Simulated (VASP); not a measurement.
Set up this calculation in VASP 6.6.1, as the native input.

```
Task                               : band structure
Functional                         : HSE06
Potentials or basis                : VASP PAW PBE potentials, release 64 (Te, Mo_sv)
Cutoff                             : 520 eV
k mesh                             : 6 × 6 × 1
Occupations                        : gaussian, width 0.03 eV
Spin                               : spin-orbit coupling, no magnetisation
Grid for exact exchange (PRECFOCK) : Fast
Dipole correction                  : yes
Screening parameter                : 0.2 1/A
Further INCAR settings             : ALGO = Normal; EDIFF = 1e-06; NBANDS = 41
```

Te2Mo, a slab with vacuum:

```xyz
3
Lattice="3.5025 0.0000 0.0000 -1.7513 3.0333 0.0000 0.0000 0.0000 21.6052" Properties=species:S:1:pos:R:3 pbc="T T T"
Te    0.0000    2.0222    8.9844
Te    0.0000    2.0222   12.6208
Mo    1.7513    1.0111   10.8026
```

One way to write it, as run:

POSCAR

```
Te2Mo                                   
1.0
    3.5025290816      0.0000000000      0.0000000000
   -1.7512645408      3.0332791665      0.0000000000
    0.0000000000      0.0000000000     21.6051888000
  Te              Mo            
     2     1
Direct
     0.3333333300000021    0.6666666699999979    0.4158430858641111
     0.3333333300000021    0.6666666699999979    0.5841569141358889
     0.6666666699999979    0.3333333300000021    0.5000000000000000
```

INCAR.step1

```
SYSTEM = Te2Mo
  PREC = Accurate
  ENCUT = 520
  EDIFF = 1E-5
  ISMEAR = 0
  SIGMA = 0.03
  LREAL = .FALSE.
  LASPH = .TRUE.
  NELM = 80
  ALGO = Normal
  ISIF = 2
  LWAVE = .TRUE.
  LCHARG = .FALSE.
  LNONCOLLINEAR = .TRUE.
  MAGMOM = 0 0 0 0 0 0 0 0 0
  LORBIT = 11
  LSORBIT = .TRUE.
  GGA_COMPAT = .FALSE.
  LMAXMIX = 4
  LDIPOL = .TRUE.
  IDIPOL = 3
  DIPOL = 0.5 0.5 0.500
  NBANDS = 41
  LVHAR = .TRUE.
  LVACPOTAV = .TRUE.
  KPAR = 4
  GGA = PE
```

INCAR.step2

```
SYSTEM = Te2Mo
  PREC = Accurate
  ENCUT = 520
  EDIFF = 1E-6
  ISMEAR = 0
  SIGMA = 0.03
  LREAL = .FALSE.
  LASPH = .TRUE.
  NELM = 80
  ALGO = Normal
  ISIF = 2
  LWAVE = .FALSE.
  LCHARG = .FALSE.
  LNONCOLLINEAR = .TRUE.
  MAGMOM = 0 0 0 0 0 0 0 0 0
  LORBIT = 11
  LSORBIT = .TRUE.
  GGA_COMPAT = .FALSE.
  LMAXMIX = 4
  LDIPOL = .TRUE.
  IDIPOL = 3
  DIPOL = 0.5 0.5 0.500
  GGA = PE
  LHFCALC = .TRUE.
  HFSCREEN = 0.2
  PRECFOCK = Fast
  NBANDS = 41
  LVHAR = .TRUE.
  LVACPOTAV = .TRUE.
  KPAR = 4
  ISTART = 1
```

KPOINTS

```
Automatic mesh
0
G
  6 6 1
  0 0 0
```

KPOINTS_OPT

```
explicit points
3
Reciprocal
 0.0000000000  0.0000000000  0.0000000000 1
 0.5000000000  0.0000000000  0.0000000000 1
 0.3333333300  0.3333333300  0.0000000000 1
```

Potentials or basis: VASP PAW PBE potentials, release 64 (Te, Mo_sv).

Run with:

```bash
$ cat potpaw_PBE.64/Te/POTCAR potpaw_PBE.64/Mo_sv/POTCAR > POTCAR
$ cp INCAR.step1 INCAR
$ mpirun -np 4 vasp_ncl > vasp.out
$ cp INCAR.step2 INCAR
$ mpirun -np 4 vasp_ncl > vasp.out
```

It gave:

The largest force is 0.411 eV/Å, the valence electrons inside the program's atomic spheres are Te 3.53; Mo 12.34 and the work function of the upper face is 4.83 eV. The work function of the lower face is 4.83 eV.

Caveat: the PAW data sets were made with another functional, which shifts forces and pressure a little.

Run time: 47 min on 4 MPI ranks on Intel(R) Xeon(R) Platinum 8259CL CPU @ 2.50GHz (Skylake/Cascade Lake), on a shared host, peak memory 1.1 GiB a rank.
